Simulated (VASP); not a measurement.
# CdTe (F-43m) in VASP: notebook

Runs on CdTe. Level: PBE+D3(BJ). Tasks: relaxation of cell and atoms, relaxation of the atoms.

All numbers are computed with VASP 6.6.1; they aren't measurements. Logs are shortened: lines on timing, memory, paths and dates and some standing lists are left out, and cuts for length are marked.

## Step 1: Starting point

Symmetry: F-43m, No. 216, cubic system. Conventional cell: a = 6.522 Å, b = 6.522 Å, c = 6.522 Å, α = 90.00°, β = 90.00°, γ = 90.00°. Around Cd (site symmetry -43m) lie 4 Te at 2.82 Å. Te (site symmetry -43m) is surrounded by 4 Cd at 2.82 Å.

## Step 2: Relaxation of cell and atoms, PBE+D3(BJ)

INCAR reads:

```
PREC = Accurate ; ENCUT = 600
EDIFF = 1E-7 ; ISMEAR = 0
SIGMA = 0.03 ; LREAL = False
LASPH = True ; NELM = 80
ALGO = Normal ; ISIF = 3
LWAVE = False ; LCHARG = False
GGA = PE ; IVDW = 12
IBRION = 2 ; NSW = 90
EDIFFG = -0.005
```

KPOINTS reads:

```
Automatic mesh
0
Gamma
  8 8 8
```

POSCAR reads:

```
CdTe                                    
1.0
   -0.0000000000      3.2607642610      3.2607642610
    3.2607642610     -0.0000000000      3.2607642610
    3.2607642610      3.2607642610      0.0000000000
  Cd              Te            
     1     1
Direct
     0.0000000000000000    0.0000000000000000    0.0000000000000000
     0.2500000000000000    0.2500000000000000    0.2500000000000000
```

Potentials or basis: VASP PAW PBE potentials, release 64 (Cd, Te).

Command:

```
cat potpaw_PBE.64/Cd/POTCAR potpaw_PBE.64/Te/POTCAR > POTCAR
mpirun -np 1 vasp_std > vasp.out
```

OUTCAR:

```text
PREC = Accurate
   ENCUT = 600
   EDIFF = 1E-7
   ISMEAR = 0
   LREAL = False
   LASPH = True
   NELM = 80
   ISIF = 3
   GGA = PE
   IVDW = 12
   IBRION = 2
   NSW = 90
   EDIFFG = -0.005
 IVDW          = 12

 ion  position               nearest neighbor table
   1  0.000  0.000  0.000-   2 2.82   2 2.82   2 2.82   2 2.82
   2  0.250  0.250  0.250-   1 2.82   1 2.82   1 2.82   1 2.82

  LATTYP: Found a face centered cubic cell.
 ALAT       =     6.5215285220

  Lattice vectors:

 A1 = (   0.0000000000,   3.2607642610,   3.2607642610)
 A2 = (   3.2607642610,   0.0000000000,   3.2607642610)
 A3 = (   3.2607642610,   3.2607642610,   0.0000000000)

Analysis of symmetry for initial positions (statically):
=====================================================================
 Subroutine PRICEL returns:
 Original cell was already a primitive cell.

 Routine SETGRP: Setting up the symmetry group for a
 face centered cubic supercell.

 Subroutine GETGRP returns: Found 24 space group operations
 (whereof 24 operations were pure point group operations)
 out of a pool of 48 trial point group operations.

The static configuration has the point symmetry T_d .

Analysis of symmetry for dynamics (positions and initial velocities):
=====================================================================
 Subroutine PRICEL returns:
 Original cell was already a primitive cell.

 Routine SETGRP: Setting up the symmetry group for a
 face centered cubic supercell.

 Subroutine GETGRP returns: Found 24 space group operations
 (whereof 24 operations were pure point group operations)
 out of a pool of 48 trial point group operations.

The dynamic configuration has the point symmetry T_d .

 Subroutine INISYM returns: Found 24 space group operations
 (whereof 24 operations are pure point group operations),
 and found     1 'primitive' translations

----------------------------------------------------------------------------------------

                                     Primitive cell

  volume of cell :      69.3407

  direct lattice vectors                    reciprocal lattice vectors
     0.000000000  3.260764261  3.260764261    -0.153338285  0.153338285  0.153338285
     3.260764261  0.000000000  3.260764261     0.153338285 -0.153338285  0.153338285
     3.260764261  3.260764261  0.000000000     0.153338285  0.153338285 -0.153338285

  length of vectors
     4.611417042  4.611417042  4.611417042     0.265589701  0.265589701  0.265589701

  position of ions in fractional coordinates (direct lattice)
     0.000000000  0.000000000  0.000000000
     0.250000000  0.250000000  0.250000000

  ion indices of the primitive-cell ions
   primitive index   ion index
                 1           1
                 2           2

----------------------------------------------------------------------------------------

 KPOINTS: Automatic mesh

Automatic generation of k-mesh.
 Grid dimensions read from file:
 generate k-points for:    8    8    8

 Generating k-lattice:

  Cartesian coordinates                     Fractional coordinates (reciprocal lattice)
    -0.019167286  0.019167286  0.019167286     0.125000000  0.000000000  0.000000000
     0.019167286 -0.019167286  0.019167286     0.000000000  0.125000000  0.000000000
     0.019167286  0.019167286 -0.019167286     0.000000000  0.000000000  0.125000000

  Length of vectors
     0.033198713  0.033198713  0.033198713

  Shift w.r.t. Gamma in fractional coordinates (k-lattice)
     0.000000000  0.000000000  0.000000000

 Subroutine IBZKPT returns following result:
 ===========================================

 Found     29 irreducible k-points:

 Following reciprocal coordinates:
            Coordinates               Weight
  0.000000  0.000000  0.000000      1.000000
  0.125000  0.000000  0.000000      8.000000
  0.250000  0.000000  0.000000      8.000000
  0.375000  0.000000  0.000000      8.000000
  0.500000  0.000000  0.000000      4.000000
  0.125000  0.125000  0.000000      6.000000
[... 16 lines left out ...]
  0.500000  0.250000  0.125000     48.000000
 -0.375000  0.250000  0.125000     24.000000
 [... further k-points ...]
   k-points           NKPTS =     29   k-points in BZ     NKDIM =     29   number of bands    NBANDS=     13
   number of dos      NEDOS =    301   number of ions     NIONS =      2
   total plane-waves  NPLWV =  64000
   dimension x,y,z NGX =    40 NGY =   40 NGZ =   40
   dimension x,y,z NGXF=    80 NGYF=   80 NGZF=   80
   ions per type =               1   1
   NGX,Y,Z   is equivalent  to a cutoff of  14.42, 14.42, 14.42 a.u.
   NGXF,Y,Z  is equivalent  to a cutoff of  28.84, 28.84, 28.84 a.u.
 SYSTEM =  unknown system
   PREC   = accura    normal or accurate (medium, high low for compatibility)
   ISTART =      0    job   : 0-new  1-cont  2-samecut
   ICHARG =      2    charge: 1-file 2-atom 10-const
   ISPIN  =      1    spin polarized calculation?
   LNONCOLLINEAR =      F non collinear calculations
   LSORBIT =      F    spin-orbit coupling
   LASPH  =      T    aspherical Exc in radial PAW
   ENCUT  =  600.0 eV  44.10 Ry    6.64 a.u.   9.21  9.21  9.21*2*pi/ulx,y,z
   NELM   =     80;   NELMIN=  2; NELMDL= -5     # of ELM steps
   EDIFF  = 0.1E-06   stopping-criterion for ELM
   LREAL  =      F    real-space projection
   EDIFFG = -.5E-02   stopping-criterion for IOM
   NSW    =     90    number of steps for IOM
   IBRION =      2    ionic relax: 0-MD 1-quasi-New 2-CG
   NFREE  =      1    steps in history (QN), initial steepest desc. (CG)
   ISIF   =      3    stress and relaxation
   ISYM   =      2    0-nonsym 1-usesym 2-fastsym
   POTIM  = 0.5000    time-step for ionic-motion
   TEBEG  =    0.0;   TEEND  =   0.0 temperature during run
   PSTRESS=    0.0 pullay stress
   NELECT =      18.0000    total number of electrons
   NUPDOWN=      -1.0000    fix difference up-down
   EMIN   =  10.00;   EMAX   =-10.00  energy-range for DOS
   EFERMI =   0.00;   METHOD = LEGACY
   ISMEAR =     0;   SIGMA  =   0.03  broadening in eV -4-tet -1-fermi 0-gaus
   EFERMI_NEDOS =   21; number of points for ismear=-14 and -15
   IALGO  =     38    algorithm
   IMIX   =      4    mixing-type and parameters
     AMIX     =   0.40;   BMIX     =  1.00
     AMIX_MAG =   1.60;   BMIX_MAG =  1.00
  volume/ion in A,a.u.               =      34.67       233.97
  Fermi-wavevector in a.u.,A,eV,Ry     =   1.044326  1.973491 14.838754  1.090618
  Thomas-Fermi vector in A             =   2.179074
   LORBIT       =      0    0 simple, 1 ext, 2 COOP (PROOUT), +10 PAW based schemes
   GGA     = PE    functional components
   LHFCALC =     F    Hartree Fock is set to
   AEXX    =    0.0000 exact exchange contribution
   IVDW    =    12    specifies the selected vdW correction
   LEPSILON=     F    determine dielectric tensor
   LRPA    =     F    only Hartree local field effects (RPA)
 conjugate gradient relaxation of ions
 non-spin polarized calculation
 Gauss-broadening in eV      SIGMA  =   0.03
  energy-cutoff  :      600.00
  volume of cell :       69.34
 maximum number of plane-waves:      2337
 NGX is ok and might be reduce to    40
   NGX = 19   NGY = 19   NGZ = 19

 number of electron      17.9999998 magnetization

 Free energy of the ion-electron system (eV)
  ---------------------------------------------------
  ext. energy  EPLUGINS =         0.00000000
  ---------------------------------------------------
  free energy    TOTEN  =        -4.79330852 eV

  energy without entropy =       -4.79330852  energy(sigma->0) =       -4.79330852

 E-fermi :   2.3468     XC(G=0):  -8.5016

 val. band max:        2.1785197885   @ k =   0.0000   0.0000   0.0000
 cond. band min:       2.8930867761   @ k =   0.0000   0.0000   0.0000
 fundamental gap:      0.7145669876
 Fermi energy:         2.3468171770

 k-point     1 :       0.0000    0.0000    0.0000
  band No.  band energies     occupation
      1      -8.8891      2.00000
      2      -6.0456      2.00000
      3      -6.0456      2.00000
      4      -6.0456      2.00000
      5      -5.7988      2.00000
      6      -5.7988      2.00000
      7       2.1785      2.00000
      8       2.1785      2.00000
      9       2.1785      2.00000
     10       2.8931      0.00000
     11       6.7933      0.00000
     12       6.7933      0.00000
     13       6.7933      0.00000

 k-point     2 :       0.1250    0.0000    0.0000
  band No.  band energies     occupation
      1      -8.8333      2.00000
      2      -6.0351      2.00000
      3      -6.0351      2.00000
      4      -6.0009      2.00000
      5      -5.7996      2.00000
      6      -5.7996      2.00000
      7       0.9676      2.00000
      8       2.0465      2.00000
      9       2.0465      2.00000
     10       3.7779      0.00000
     11       6.7701      0.00000
     12       6.9994      0.00000
     13       6.9994      0.00000

 k-point     3 :       0.2500    0.0000    0.0000
  band No.  band energies     occupation
      1      -8.6983      2.00000
      2      -6.0118      2.00000
      3      -6.0118      2.00000
      4      -5.8523      2.00000
      5      -5.7991      2.00000
      6      -5.7991      2.00000
      7      -0.4983      2.00000
      8       1.7659      2.00000
      9       1.7659      2.00000
     10       4.1373      0.00000
     11       7.3311      0.00000
     12       7.3311      0.00000
     13       7.5137      0.00000
[... 305 lines left out ...]
 k-point    23 :       0.5000    0.2500    0.1250
  band No.  band energies     occupation
      1      -8.4953      2.00000
      2      -5.9665      2.00000
      3      -5.9570      2.00000
      4      -5.8243      2.00000
      5      -5.7894      2.00000
      6      -5.4987      2.00000
      7      -1.6111      2.00000
      8       0.2972      2.00000
      9       1.0995      2.00000
     10       5.3873      0.00000
     11       6.7484      0.00000
     12       7.6376      0.00000
     13       8.8781      0.00000

 k-point    24 :      -0.3750    0.2500    0.1250
  band No.  band energies     occupation
      1      -8.4533      2.00000
      2      -5.9616      2.00000
      3      -5.9502      2.00000
      4      -5.8132      2.00000
      5      -5.7934      2.00000
      6      -5.3705      2.00000
      7      -1.9608      2.00000
      8       0.1768      2.00000
      9       0.9570      2.00000
     10       5.3740      0.00000
     11       6.7982      0.00000
     12       8.1313      0.00000
     13       9.3175      0.00000

 [... further k-points ...]

------------------------ aborting loop because EDIFF is reached ----------------------------------------

 Edisp (eV)   -0.66894

 E8    (eV) :    -0.3001

  FORCE on cell =-STRESS in cart. coord.  units (eV):
  Direction    XX          YY          ZZ          XY          YZ          ZX
  --------------------------------------------------------------------------------------
  -------------------------------------------------------------------------------------
  Total      -0.00138    -0.00138    -0.00138     0.00000     0.00000    -0.00000
  in kB      -0.03190    -0.03190    -0.03190     0.00000     0.00000    -0.00000
  external pressure =       -0.03 kB  Pullay stress =        0.00 kB

 VOLUME and BASIS-vectors are now :
 -----------------------------------------------------------------------------
  energy-cutoff  :      600.00
  volume of cell :       69.34
      direct lattice vectors                 reciprocal lattice vectors
     0.000000000  3.260764261  3.260764261    -0.153338285  0.153338285  0.153338285
     3.260764261  0.000000000  3.260764261     0.153338285 -0.153338285  0.153338285
     3.260764261  3.260764261  0.000000000     0.153338285  0.153338285 -0.153338285

 POSITION                                       TOTAL-FORCE (eV/Angst)
 -----------------------------------------------------------------------------------
      0.00000      0.00000      0.00000         0.000000      0.000000      0.000000
      1.63038      1.63038      1.63038        -0.000000     -0.000000     -0.000000
 -----------------------------------------------------------------------------------
    total drift:                               -0.000000     -0.000000     -0.000000

  FREE ENERGIE OF THE ION-ELECTRON SYSTEM (eV)
  ---------------------------------------------------
  free  energy   TOTEN  =        -5.4622438953 eV

  energy  without entropy=       -5.4622438953  energy(sigma->0) =       -5.46224390

 reached required accuracy - stopping structural energy minimisation
```

Run time: 16 s. Hardware: 1 thread of Intel Xeon 6975P-C (Granite Rapids), shared host; peak memory 0.26 GiB.

Results:

- Free energy: -5.4622 eV
- Pressure after relaxing: 0.0 GPa
- Band gap on the k mesh: 0.71 eV, direct
- Dispersion energy per atom: -0.334 eV

Final structure:
```
Cd Te
1.0
     0.00000    3.26076    3.26076
     3.26076    0.00000    3.26076
     3.26076    3.26076    0.00000
Cd Te
1 1
Direct
  0.00000 0.00000 0.00000
  0.25000 0.25000 0.25000
```

Levels at points of the mesh, in eV from the valence-band top:
```csv
k point,band 5,band 6,band 7,band 8,band 9,band 10,band 11,band 12,band 13
"(0.00, 0.00, 0.00)",-7.98,-7.98,0.00,0.00,0.00,0.71,4.61,4.61,4.61
"(0.50, 0.00, 0.00)",-7.97,-7.64,-4.32,-0.75,-0.75,1.80,5.20,5.20,7.07
"(0.50, 0.50, 0.00)",-7.95,-7.51,-4.22,-1.80,-1.80,2.65,2.67,8.74,9.04
```

Caveat: the relaxation stopped at its first step, so nothing moved; spin-orbit coupling is left out, which moves the levels of the heavy elements.

## Step 3: Relaxation of the atoms, PBE+D3(BJ) (a relaxed cell with its volume scaled by 0.94)

INCAR reads:

```
PREC = Accurate ; ENCUT = 600
EDIFF = 1E-7 ; ISMEAR = 0
SIGMA = 0.03 ; LREAL = False
LASPH = True ; NELM = 80
ALGO = Fast ; ISIF = 2
LWAVE = False ; LCHARG = False
GGA = PE ; IVDW = 12
IBRION = 2 ; NSW = 40
EDIFFG = -0.01
```

KPOINTS is that of step 2.

POSCAR reads:

```
CdTe                                    
1.0
    0.0000000000      3.1941993739      3.1941993739
    3.1941993739      0.0000000000      3.1941993739
    3.1941993739      3.1941993739      0.0000000000
  Cd              Te            
     1     1
Direct
     0.0000000000000000    0.0000000000000000    0.0000000000000000
     0.2500000000000000    0.2500000000000000    0.2500000000000000
```

Potentials or basis: VASP PAW PBE potentials, release 64 (Cd, Te).

Command:

```
cat potpaw_PBE.64/Cd/POTCAR potpaw_PBE.64/Te/POTCAR > POTCAR
mpirun -np 1 vasp_std > vasp.out
```

Run time: 12 s. Hardware: 1 thread of Intel Xeon 6975P-C (Granite Rapids), shared host; peak memory 0.22 GiB.

It converged, with:

```yaml
Free_energy: -5.4261 eV
Pressure_after_relaxing: 2.9 GPa
Band_gap_on_the_k_mesh: 0.90 eV, direct
Dispersion_energy_per_atom: -0.360 eV
```

Final structure:
```
Cd Te
1.0
     0.00000    3.19420    3.19420
     3.19420    0.00000    3.19420
     3.19420    3.19420    0.00000
Cd Te
1 1
Direct
  0.00000 0.00000 0.00000
  0.25000 0.25000 0.25000
```

Levels at points of the mesh, in eV from the valence-band top:
```
           k point  band 5  band 6  band 7  band 8  band 9  band 10  band 11  band 12  band 13
(0.00, 0.00, 0.00)   -8.15   -8.15    0.00    0.00    0.00     0.90     4.57     4.57     4.57
(0.50, 0.00, 0.00)   -8.14   -7.76   -4.68   -0.84   -0.84     1.86     5.17     5.17     7.10
(0.50, 0.50, 0.00)   -8.12   -7.61   -4.52   -2.02   -2.02     2.51     2.65     9.09     9.35
```

Caveat: the relaxation stopped at its first step, so nothing moved; spin-orbit coupling is left out, which moves the levels of the heavy elements.

[end of part 1 of 2]
